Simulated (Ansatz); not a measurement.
Runs of Ansatz 0.2.0 on CdF2. It takes space group Fm-3m (No. 225, cubic). Conventional cell: a = 5.388 Å, b = 5.388 Å, c = 5.388 Å, α = 90.00°, β = 90.00°, γ = 90.00°. Around Cd (site symmetry m-3m) lie 8 F at 2.33 Å. F (site symmetry -43m) is surrounded by 4 Cd at 2.33 Å. 

```csv
task,level,spin,cell,k mesh,points for each segment of the path,gap on the mesh (eV),pressure (GPa),relaxed volume (Å³/atom)
band structure,PBEsol,"SOC, no magnetisation",as given,7 × 7 × 7,14,(b),-0.3,-
relaxation of cell and atoms,LDA,off,relaxed,9 × 9 × 9,-,(c),0.0,12.39
relaxation of cell and atoms,PBEsol,off,relaxed,9 × 9 × 9,-,2.97,0.0,13.01
band structure,PBE,"SOC, no magnetisation",as given,7 × 7 × 7,14,3.16,(a),-
relaxation of cell and atoms,RPBE,off,relaxed,9 × 9 × 9,-,2.96,0.0,14.43
```

Alike in all rows: potentials or basis Ansatz PAW; cutoff (eV) 420; smearing fermi-dirac 0.05 eV.

Q: Estimate the missing entries.

A: (a) 5.4; (b) 2.99; (c) 3.02.

Caveats: the PAW data sets come from PBE, with cores solved anew for the run's functional, which leaves a small shift of forces and pressure (some runs); odd divisions of the mesh miss points on the zone boundary, where band edges often lie, so the gap on the mesh can be too wide (some runs); the plane-wave basis is chosen anew once the cell has moved, so the energies of steps on either side of that aren't comparable (some runs); the k mesh misses the band edges, so the gap on the mesh is wider than the one along the path (some runs); the volume moved by +11 % from the deposited cell, more than functionals usually miss (some runs).

A k mesh can miss the band edges, and rows without SOC leave out spin-orbit coupling on Cd.
